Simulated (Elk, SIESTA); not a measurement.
A SIESTA input for a self-consistent single point of BeO (P6_3mc, 8 atoms in the cell) (DFT, GGA PBE, numerical atomic orbitals TZP, PseudoDojo PBE standard norm-conserving potentials (rewritten from UPF to PSML)):

```
# files in the folder: Be.psml O.psml (PseudoDojo PBE standard)
SystemName  BeO
SystemLabel beo

NumberOfAtoms                8
NumberOfSpecies              2
%block ChemicalSpeciesLabel
  1 4 Be
  2 8 O
%endblock ChemicalSpeciesLabel
LatticeConstant              1.0 Ang
%block LatticeVectors
     2.683080000    0.000000000    0.000000000
    -1.341540000    2.323615000    0.000000000
     0.000000000    0.000000000    8.783716000
%endblock LatticeVectors
AtomicCoordinatesFormat      ScaledCartesian
%block AtomicCoordinatesAndAtomicSpecies
     0.000000000    0.000000000    0.000000000  1
     0.000000000    0.000000000    4.391858000  1
     1.341541342    0.774537559    6.589368069  1
    -0.000001342    1.549077441    2.197510069  1
     0.000000000    0.000000000    7.133782787  2
     0.000000000    0.000000000    2.741924787  2
     1.341541342    0.774537559    4.947779386  2
    -0.000001342    1.549077441    0.555921386  2
%endblock AtomicCoordinatesAndAtomicSpecies

XC.functional                GGA
XC.authors                   PBE
PAO.BasisSize                TZP
PAO.EnergyShift              0.01 Ry
PAO.Polarization.NonPerturbative true
MeshCutoff                   350 Ry
%block kgrid.MonkhorstPack
    7   0   0  0.0
    0   7   0  0.0
    0   0   2  0.0
%endblock kgrid.MonkhorstPack
OccupationFunction           MP
OccupationMPOrder            0
ElectronicTemperature        200.0 meV

MaxSCFIterations             150
SCF.Mixer.Method             Pulay
SCF.Mixer.Weight             0.2
SCF.Mixer.History            6
SCF.DM.Tolerance             1.0E-04
Diag.ParallelOverK           true
WriteForces                  true
Charge.Mulliken              end
```

Question: Translate this input to Elk.

Answer: This is the input that was run; spellings and numerical settings could be chosen otherwise.

```
tasks
  0

xctype
  20

tforce
  .true.

rgkmax
  7.5

gmaxvr
  18.0

lmaxapw
  10

lmaxo
  8

nxlo
  2

lorbcnd
  .true.

lradstp
  2

nrmtscf
  2.0

lmaxi
  4

stype
  0

swidth
  0.00734986

scale
  5.07028589

avec
    1.0000000000    0.0000000220    0.0000000000
   -0.5000000190    0.8660253928    0.0000000000
    0.0000000000    0.0000000000    3.2737439183

sppath
  'species/'

atoms
  2   : nspecies
  'Be.in'   : spfname
  4   : natoms; atposl, bfcmt below
  0.0000000000  0.0000000000  0.0000000000    0.0 0.0 0.0
  0.0000000000  0.0000000000  0.5000000000    0.0 0.0 0.0
  0.6666666667  0.3333333333  0.7501800000    0.0 0.0 0.0
  0.3333333333  0.6666666667  0.2501800000    0.0 0.0 0.0
  'O.in'   : spfname
  4   : natoms; atposl, bfcmt below
  0.0000000000  0.0000000000  0.8121600000    0.0 0.0 0.0
  0.0000000000  0.0000000000  0.3121600000    0.0 0.0 0.0
  0.6666666667  0.3333333333  0.5632900000    0.0 0.0 0.0
  0.3333333333  0.6666666667  0.0632900000    0.0 0.0 0.0

ngridk
  7 7 2
```

Basis, cutoffs, solver keys and any potentials are the target program's own. This input uses DFT, PBE, all-electron FP-LAPW, Elk's shipped species files, APW+lo basis with extra local orbitals.

The starting cell was generated: these elements placed on a structure prototype, without a prior relaxation; it need not be a known phase or ordering of this composition. Its lattice was rescaled by a random factor within 2.5 % of one.
